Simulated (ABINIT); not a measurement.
Input of an ABINIT 10.8.3 (patched build) run:

Contents of run.abi:

```
# Datasets: ground state, then fixed potential
ndtset 2

# Pseudopotentials
pp_dirpath "./"
pseudos "Mg.GGA_PBE-JTH.xml, O.GGA_PBE-JTH.xml"

# Structure
acell 5.6041865537 5.6041865537 5.6041865537
rprim
     0.0000000000     0.7071067812     0.7071067812
     0.7071067812     0.0000000000     0.7071067812
     0.7071067812     0.7071067812     0.0000000000
ntypat 2
znucl 12 8
natom 2
typat 1 2
xred
     0.0000000000     0.0000000000     0.0000000000
     0.5000000000     0.5000000000     0.5000000000

# Plane-wave basis
ecut 28.0
pawecutdg 50.0
pawxcdev 0

# Exchange and correlation
ixc -109134

# Bands and occupations
occopt 3
tsmear 0.00183747

# SCF cycle
nstep 100

# Output
iomode 3
prtwf 0
prteig 0
prtebands 0
enunit 1
prtden1 1
prtvha1 1
prtvclmb1 1
prtpot1 1

# Dataset 1
kptopt1 1
ngkpt1 11 11 11
nshiftk1 1
shiftk1 0.0 0.0 0.0
nband1 12
tolvrs1 1.0e-9

# Dataset 2: bands along G-X-W-K-G-L-U-W-L-K
iscf2 -2
getden2 1
nband2 18
nbdbuf2 4
tolwfr2 1.0e-11
kptopt2 -9
ndivsm2 5
prteig2 1
kptbounds2
     0.0000000000     0.0000000000     0.0000000000
     0.5000000000     0.0000000000     0.5000000000
     0.5000000000     0.2500000000     0.7500000000
     0.3750000000     0.3750000000     0.7500000000
     0.0000000000     0.0000000000     0.0000000000
     0.5000000000     0.5000000000     0.5000000000
     0.6250000000     0.2500000000     0.6250000000
     0.5000000000     0.2500000000     0.7500000000
     0.5000000000     0.5000000000     0.5000000000
     0.3750000000     0.3750000000     0.7500000000
```

Potentials or basis: JTH PAW PBE v2.0.

Run with:

```sh
$ abinit run.abi > log 2>&1
```

Problem. Predict the pressure.

Solution. 5.9 GPa.

Problem. Estimate the band gap on the k mesh.

Solution. 4.90 eV, direct.

Levels at the corners of the path, in eV from the valence-band top:
```csv
point,band 6,band 7,band 8,band 9,band 10,band 11
Γ,0.00,0.00,0.00,4.90,15.90,15.90
X,-4.08,-1.35,-1.35,9.19,10.15,13.27
W,-2.96,-2.96,-1.78,11.77,11.77,12.37
K,-3.50,-2.72,-1.15,10.20,11.96,12.68
Γ,0.00,0.00,0.00,4.90,15.90,15.90
L,-4.64,-0.66,-0.66,8.02,12.79,16.49
U,-3.50,-2.72,-1.15,10.20,11.96,12.68
W,-2.96,-2.96,-1.78,11.77,11.77,12.37
L,-4.64,-0.66,-0.66,8.02,12.79,16.49
K,-3.50,-2.72,-1.15,10.20,11.96,12.68
```

Caveat: the PAW data sets were made with another functional, which shifts forces and pressure a little.

**Measured values to compare with.**

“Electronic structure of alkaline earth and post-transition metal oxides”, 2009, arxiv:0908.1581 quotes, for a bulk crystal of MgO: band gap 7.83 eV.

A measured gap of MgO is 7.83 eV (quoted in “Electronic structure of alkaline earth and post-transition metal oxides”, 2009, arxiv:0908.1581); the calculated 4.90 eV misses it by -2.93 eV. The value is that of PW91, without temperature or zero-point motion. Semilocal functionals fall short of measured gaps as a rule. The cell is a database's relaxed one, not the measured one, which moves gaps too.
